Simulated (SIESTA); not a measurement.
Input of a SIESTA 5.4.2 run:

File Si2Mo.fdf:

```
SystemName                      Si2Mo
SystemLabel                     Si2Mo
NumberOfSpecies                 2
NumberOfAtoms                   3
%block ChemicalSpeciesLabel
  1  42 Mo
  2  14 Si
%endblock ChemicalSpeciesLabel

LatticeConstant                 1.0 Ang
%block LatticeVectors
    -1.6000000000     1.6000000000     4.0091100000
     1.6000000000    -1.6000000000     4.0091100000
     1.6000000000     1.6000000000    -4.0091100000
%endblock LatticeVectors
AtomicCoordinatesFormat         Fractional
%block AtomicCoordinatesAndAtomicSpecies
     0.0000000000     0.0000000000     0.0000000000  1  Mo
     0.6670000000     0.6670000000     0.0000000000  2  Si
     0.3330000000     0.3330000000     0.0000000000  2  Si
%endblock AtomicCoordinatesAndAtomicSpecies

%block kgrid.MonkhorstPack
   12   0   0  0.0
    0  12   0  0.0
    0   0  12  0.0
%endblock kgrid.MonkhorstPack
XC.Functional                   GGA
XC.Authors                      PBEsol
PAO.BasisSize                   DZP
PAO.EnergyShift                 0.003 Ry
Mesh.Cutoff                     800 Ry
OccupationFunction              FD
ElectronicTemperature           0.05 eV
MaxSCFIterations                120
SCF.MustConverge                false
SCF.Mixer.Method                Pulay
SCF.Mixer.Weight                0.25
SCF.Mixer.History               8
SCF.DM.Tolerance                5.0e-05
SCF.H.Tolerance                 1.0e-03 eV
WriteForces                     true
Charge.Mulliken                 end
BandLinesScale                  ReciprocalLatticeVectors
%block BandLines
    1    0.000000   0.000000   0.000000  \Gamma
   13    0.000000   0.000000   0.500000  X
    2   -0.079637   0.079637   0.500000  Y
    8   -0.289818   0.289818   0.289818  S
   11    0.000000   0.000000   0.000000  \Gamma
    7    0.500000   0.500000  -0.500000  Z
    8    0.289818   0.710182  -0.289818  S1
    4    0.000000   0.500000   0.000000  N
    9    0.250000   0.250000   0.250000  P
    4    0.500000   0.500000  -0.079637  Y1
   11    0.500000   0.500000  -0.500000  Z
    1    0.000000   0.000000   0.500000  X
    4    0.250000   0.250000   0.250000  P
%endblock BandLines
%block PAO.Basis
  Mo 5
  n=4 0 2
    3.234 0.000
  n=5 0 2
    8.897 0.000
  n=4 1 2
    3.729 0.000
  n=5 1 1
    8.897
  n=4 2 2
    6.735 0.000
%endblock PAO.Basis
```

Potentials or basis: PseudoDojo 0.4 standard (PBEsol files), DZP (energy shift 0.003 Ry; two zetas on semicore shells).

Command:

```console
$ siesta Si2Mo.fdf > Si2Mo.out 2>&1
```

(1) Predict the pressure.

(2) Estimate the band gap on the k mesh.

(3) Predict the largest force.

## Answers

(1) -5.5 GPa.

(2) none (metal or under the smearing width).

(3) 0.332 eV/Å.

Caveat: the basis of atomic orbitals isn't converged, which shifts pressures, moduli and gaps.
